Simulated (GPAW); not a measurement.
Runs of GPAW 26.7.0 on SrO. The structure is cubic, space group Fm-3m (No. 225). The conventional cell has a = 5.133 Å, b = 5.133 Å, c = 5.133 Å, α = 90.00°, β = 90.00°, γ = 90.00°. Around Sr (site symmetry m-3m) lie 6 O at 2.57 Å. O (site symmetry m-3m) has 6 Sr at 2.57 Å as nearest neighbours. 

```csv
task,level,potentials or basis,cell,k mesh,cutoff (eV),smearing,optimizer,fmax,max steps,convergence,response ecut,grid spacing,gap on the mesh (eV),pressure (GPa),V0 of scaled cells (Å³/atom),relaxed volume (Å³/atom),B0 (GPa)
relaxation of cell and atoms,RPBE+D3(BJ),"the program's PAW data sets (release 1.2.1) made for this functional, pw",relaxed,9 × 9 × 9,800,fermi-dirac 0.05 eV,LBFGS,0.05 eV/Å,100,density=1e-05 forces=0.0001,-,-,3.42,-0.4,-,14.85,-
dielectric tensor,LDA,"the program's PAW data sets (release 1.2.1) made for this functional, pw",as given,7 × 7 × 7,600,fermi-dirac 0.001 eV,-,-,-,-,80 eV,-,3.30,-,-,-,-
relaxation of cell and atoms,revPBE+D3(BJ),"the program's PAW data sets (release 1.2.1) made for this functional, pw",relaxed,9 × 9 × 9,800,fermi-dirac 0.05 eV,FIRE,0.05 eV/Å,100,density=1e-05 forces=0.0001,-,-,3.51,0.4,-,17.14,-
band structure,BLYP,"PAW data sets generated in the run's folder for this functional, pw",as given,9 × 9 × 9,800,fermi-dirac 0.05 eV,-,-,-,-,-,-,3.55,(b),-,-,-
single point,TB-mBJ,"GPAW PAW data sets for LDA (gpaw-data 1.2.1), pw",as given,10 × 10 × 10,800,fermi-dirac 0.05 eV,-,-,-,-,-,-,(a),-,-,-,-
relaxation of cell and atoms,PBEsol+D3(BJ)+ATM,"PAW data sets generated in the run's folder for this functional, pw",relaxed,9 × 9 × 9,800,fermi-dirac 0.05 eV,BFGS,0.02 eV/Å,60,density=1e-05 forces=0.0001,-,-,3.29,0.1,-,16.49,-
band structure,PBE,"GPAW PAW data sets (gpaw-data 1.2.1), fd",as given,7 × 7 × 7,-,fermi-dirac 0.05 eV,-,-,-,-,-,0.2 Å,3.43,-,-,-,-
relaxation of cell and atoms,revPBE+D4,"the program's PAW data sets (release 1.2.1) made for this functional, pw",relaxed,9 × 9 × 9,800,fermi-dirac 0.05 eV,BFGS,0.02 eV/Å,40,density=1e-05 forces=0.0001,-,-,3.52,0.1,-,17.48,-
equation of state,PBE,"GPAW PAW data sets (gpaw-data 1.2.1), pw",as given,9 × 9 × 9,800,fermi-dirac 0.05 eV,-,-,-,-,-,-,-,-,17.63,-,84
band structure,revPBE,"the program's PAW data sets (release 1.2.1) made for this functional, pw",as given,9 × 9 × 9,800,fermi-dirac 0.05 eV,-,-,-,-,-,-,3.51,6.1,-,-,-
equation of state,PBEsol+D3,"PAW data sets generated in the run's folder for this functional, pw",as given,7 × 7 × 7,800,fermi-dirac 0.05 eV,-,-,-,-,-,-,-,-,16.61,-,97
band structure,RPBE,"the program's PAW data sets (release 1.2.1) made for this functional, pw",as given,9 × 9 × 9,800,fermi-dirac 0.05 eV,-,-,-,-,-,-,3.54,6.9,-,-,-
```

Alike in all rows: no spin polarisation.

**Question.** Estimate the missing entries.

**Answer.** (a) 4.96; (b) 6.7.

Caveats: an odd mesh through Γ misses points on the zone boundary, where band edges often lie (some runs); later steps reuse the first step's grids (some runs); the volume moved by -12 % from the deposited cell, more than functionals usually miss (some runs); the long-wavelength limit can be off by a per cent or two (some runs); a model potential gives levels but no total energy (some runs); the PAW data sets were made with another functional, which shifts forces and pressure a little (some runs); the real-space grid adds noise to forces (some runs).

A k mesh can miss the band edges, and the runs leave out spin-orbit coupling on Sr.

Not every run made on this cell is shown here.
